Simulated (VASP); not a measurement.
**P: single point with PBE**

Crystal: P.

```xyz
4
Lattice="1.6477 -5.4650 0.0000 1.6477 5.4650 0.0000 0.0000 0.0000 4.5436" Properties=species:S:1:pos:R:3 pbc="T T T"
P     1.6477   -4.4173    2.6754
P     1.6477   -1.0477    0.4035
P     1.6477    1.0477    4.1401
P     1.6477    4.4173    1.8683
```

| Quantity | Value |
| --- | --- |
| Program | VASP 6.6.1 |
| Task | single point |
| Functional | PBE |
| Potentials or basis | VASP PAW PBE potentials, release 54 (P) |
| Cutoff | 520 eV |
| k mesh | 8 × 8 × 6 |
| Occupations | gaussian, width 0.02 eV |
| Spin | no spin polarisation |
| Further INCAR settings | ALGO = Normal; EDIFF = 1.00e-07; NBANDS = 18 |

- Pressure: 1.7 GPa
- Largest force: 0.287 eV/Å
- Band gap on the k mesh: 0.11 eV, direct

Forces in eV/Å, atoms in the order of the input:
```
P    0.000  0.128 -0.257
P    0.000 -0.128 -0.257
P    0.000  0.128  0.257
P    0.000 -0.128  0.257
```

Stress tensor (GPa, compression positive):
```
1.51 0.00 0.00
0.00 1.64 0.00
0.00 0.00 1.87
```

Levels at points of the mesh, in eV from the valence-band top:
```
           k point  band 7  band 8  band 9  band 10  band 11  band 12  band 13  band 14
(0.00, 0.00, 0.00)   -4.08   -2.79   -2.59    -1.23     0.56     1.00     1.89     2.81
(0.50, 0.00, 0.00)   -3.41   -3.41   -2.67    -2.67     0.65     0.65     1.47     1.47
(0.50, 0.50, 0.00)   -4.17   -2.43   -1.60     0.00     0.11     0.77     2.10     2.70
(0.00, 0.00, 0.50)   -3.29   -3.29   -1.68    -1.68     1.42     1.42     2.88     2.88
(0.50, 0.00, 0.50)   -5.33   -5.33   -1.83    -1.83     1.65     1.65     3.41     3.41
(0.50, 0.50, 0.50)   -2.80   -2.80   -1.99    -1.99     1.40     1.40     2.56     2.56
```

Wall time 2.8 min on 1 thread of AMD EPYC 7R13 Processor (Zen 3), on a shared host, peak memory 0.23 GiB.

A k mesh can miss the band edges.
